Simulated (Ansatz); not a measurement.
## Notes on BaTiO3

```
Ba Ti O
1.0
     4.07013    0.01109    4.05898
     0.01112    4.05899    0.00000
     4.04788   -0.01109   -4.05898
Ba Ti O
2 2 6
Direct
  0.00000 0.00000 0.00000
  0.50000 0.00000 0.50000
  0.48530 0.48530 0.00000
  0.98530 0.48530 0.50000
  0.26365 0.50880 0.24515
  0.76365 0.50880 0.74515
  0.26365 0.50880 0.75485
  0.76365 0.50880 0.25485
  0.00880 0.01850 0.50000
  0.50880 0.01850 0.00000
```

Method: r2SCAN, with U_eff = 3.13 eV on Ti d (atomic projectors), no spin polarisation; PAW, plane waves to 500 eV, 5×6×5 Γ-centred mesh, fermi-dirac occupations (width 0.1 eV) (Ansatz 0.2.0), atoms fixed.

Problem. Where is the largest force?

Solution. The largest is on Ba1 (and as large on other atoms): 0.13 eV/Å, components (-0.07, -0.07, -0.07). It makes 37° with the line to a nearest neighbour, O6 at 2.82 Å, pointing towards it.

Problem. What does the stress say?

Solution. The pressure is -3.2 GPa (compression positive), so with the atoms held at these fractions the cell would first shrink.

Problem. What is the band gap?

Solution. The gap is 2.88 eV, indirect (the least direct gap found is 2.94 eV). A semilocal functional usually gives too small a gap.

Problem. What do density and ELF say about some of the short contacts?

Solution. Ti–O at 1.90 Å: least valence density 0.83 e/Å³ and ELF 0.25 there. Ba–O at 2.82 Å: least valence density 0.17 e/Å³ and ELF 0.08 there, a closed-shell (ionic or weak) contact. These are pseudo-fields; inside the PAW spheres they differ from the all-electron ones.

Problem. Which element gives electrons and which takes them?

Solution. Bader charges in e: Ba +1.58, Ti +2.35, O -1.31. In the mean Ti gives up most and O takes most.

Problem. What is the character of the valence top and the conduction bottom?

Solution. Within 0.7 eV of the edges, the states project mainly on O p (94 %) below the gap and on Ti d (86 %) above it.

Origin: a database entry at a rescaled volume.
